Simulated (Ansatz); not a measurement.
# Equation of state of AgBr from a dense series

```xyz
2
Lattice="0.0000 2.8861 2.8861 2.8861 0.0000 2.8861 2.8861 2.8861 0.0000" Properties=species:S:1:pos:R:3 pbc="T T T"
Ag    2.8861    2.8861    2.8861
Br    0.0000    0.0000    0.0000
```

Atoms are numbered in the order listed.

The conventional cell has a = 5.772 Å, b = 5.772 Å, c = 5.772 Å, α = 90.00°, β = 90.00°, γ = 90.00°. Around Ag (atom 1) lie 6 Br at 2.89 Å. Around Br (atom 2) lie 6 Ag at 2.89 Å.

The cell is COD entry 9011682, as deposited and not checked against the literature; nothing was relaxed.

The calculation used DFT, PBE, all-electron LAPW, scalar-relativistic in Ansatz 0.2.0.

The runs use a Γ-centred 7×7×7 k mesh, Fermi–Dirac smearing of 0.03 eV, basis error target 0.5 meV/atom, no spin polarisation.

The cell is scaled evenly. Fractional coordinates are held (clamped ions).

```
V (Å³/atom)  P (GPa)
     22.596     4.91
     23.077     3.64
     23.558     2.51
     23.798     2.00
     24.039     1.52
     24.279     1.07
     24.520     0.64
     25.000    -0.14
```

(1) Fit a third-order Birch–Murnaghan curve to the pressures.

(2) Predict the pressure at the withheld volume, 25.481 Å³/atom.

## Answers

(1) P = (3B0/2)(y^(7/2) − y^(5/2))[1 + (3/4)(B0′ − 4)(y − 1)] with y = (V0/V)^(2/3) fits within 0.01 GPa for V0 = 24.910 Å³/atom, B0 = 38.8 GPa and B0′ = 5.36.

(2) There y = 0.9850, so the fit gives -0.83 GPa; the run gave -0.82 GPa.
